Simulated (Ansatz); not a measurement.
SnS2, CdI2 type: a single-point calculation in the PAW code Ansatz (HSE06). The cell was relaxed with r2SCAN+rVV10 and then strained, so it isn't that functional's minimum.

```yaml
crystal:
  lattice:
    - [3.6607548086, 0.0, 0.0]
    - [-1.8303774043, 3.1703066613, 0.0]
    - [0.0, 0.0, 5.9617808839]
  atoms:
    - { symbol: Sn, position: [0.0, 0.0, 0.0] }
    - { symbol: S, position: [0.3333333333, 0.6666666667, 0.2455905344] }
    - { symbol: S, position: [0.6666666667, 0.3333333333, 0.7544094656] }
kpoints:
  mp_grid: { grid: [6, 6, 4] }
  band_path:
    path:
      - [0.0, 0.0, 0.0]
      - [0.5, 0.0, 0.0]
      - [0.3333333333, 0.3333333333, 0.0]
      - [0.0, 0.0, 0.5]
      - [0.5, 0.0, 0.5]
      - [0.3333333333, 0.3333333333, 0.5]
      - [0.0, -0.5, 0.25]
      - [-0.078125, 0.15625, 0.0]
      - [0.0, 0.463542, 0.322917]
    npoints: 1
hamiltonian:
  xc: hse06
scf:
  occupations: { method: fixed }
  n_extra_bands: 4
output:
  forces: true
  stress: true
  eigenvalues: true
  write_density: true
  write_potential: true
  elf: true
  volumetric_format: npy
```

The output follows, shortened, with numbered blanks.
```
Functional definition: HSE06
Crystal: 3 atoms, lattice volume = 69.191 Å³
Basis set: ecut = 420 eV, 1327 PW (Γ)
Bands: 17, of which v1, the nominal top of the filled ones, is band 13 counted from 1 (12 counted from 0)
Symmetry: 12 space group operations
Space group: P-3m1 (ITA 164)
k-points: 24 of 144
[warm-up without exact exchange]
SCF 1 stopped early in 3 iterations: F = -7829.423029 eV  dr2 = 8.16e-5
[exact exchange on]
Exchange kernel: α = 0.2500, screened, ω = 0.2079 Å⁻¹, Wigner–Seitz truncation, v(0) = 1046.3641 eV·Å³, q-mesh 6×6×4
SCF 2 stopped early in 6 iterations: F = -7834.665105 eV  dr2 = 3.96e-6
hybrid outer 1: dexx = +1.033e-2 eV, tail = 4.66e-5 eV
SCF 3 converged in 5 iterations: F = -7834.664919 eV  dr2 = 4.80e-11
hybrid outer 2: dexx = +3.799e-7 eV, tail = 6.27e-9 eV, Δε = 2.33e-3 eV, ΔF = 4.08e-4 eV/Å
NSCF: frozen V_eff on 9 k-points
hybrid SCF converged: 2 outer / 11 inner (+3 warm-up)
Free energy (F): -7834.664919 eV
[1]
--- Forces (eV/Å), atoms counted from 1 ---
[2]
--- Stress (GPa, compression-positive) ---
       -0.094734       0.000000       0.000000
        0.000000      -0.094734       0.000000
        0.000000       0.000000      -0.058506
  P = ⅓ Tr σ = -0.0827 GPa (-0.827 kbar)
--- Band table (eV; the first three rows and the last of 24) ---
[3]
```

The rows of the band table are 0: (0, 0, 0) = Γ, 1: (0, 0, 1/4), 2: (0, 0, -1/2) = A, 23: (1/3, 1/3, -1/2) = H.

Question: Give the withheld lines. They hold the Fermi energy and the band table, the forces.

Answer:
```
[1]
Fermi energy:    5.577824 eV
[2]
  atom   1  Sn      0.00000      0.00000      0.00000
  atom   2  S       0.00000      0.00000    -0.26153
  atom   3  S       0.00000      0.00000      0.26153
[3]
  k-point 0: bands = […, -0.3280, 4.9573, 4.9573, 5.3031, 5.3031, 5.5778, 8.5006, 10.2229, 12.1448, 12.1448]
  k-point 1: bands = […, 0.1449, 4.6161, 4.9126, 4.9126, 5.3686, 5.3686, 9.1465, 10.2633, 12.0180, 12.0180]
  k-point 2: bands = […, 0.7739, 3.6653, 4.8780, 4.8780, 5.4243, 5.4243, 9.6299, 10.2959, 11.8988, 11.8988]
  k-point 23: bands = […, -1.9248, 1.2950, 1.2950, 1.8492, 5.2441, 5.2441, 9.6972, 12.1616, 12.1616, 14.0299]
```
The trailing digits, and the zero of the energies, depend on the potentials and thresholds.

The HSE06 gap is indirect, 2.32 eV (Γ–K (0.23 of the way from Γ) to k = (0, 0.464, 0.323)), below the direct gap of 2.77 eV at k = (0, -1/2, 1/4). The gap is the least over the mesh and the extra points. The mean stress, -0.1 GPa, is small, and the program warns that its thresholds are loose for a hybrid's stress. The largest force is 0.26 eV/Å.

Run as `ansatz run input.yaml --threads 4 --pin off --max-ram 4608MiB --backend cpu --events-out ev --progress --plain --runs-dir out`.

Question: What wall time did it need on 4 threads of Intel(R) Xeon(R) Processor @ 2.70GHz, on a shared host, and how much host memory at the peak?

Answer: About 74 s, with a peak of 1.7 GiB.

The values are computed, spin-unpolarised, and not measurements.

Spin-orbit coupling is left out, which matters wherever the heavy atoms make up the band edges.

The meshes of the hybrids are coarse, so their gaps aren't converged to the digits shown.
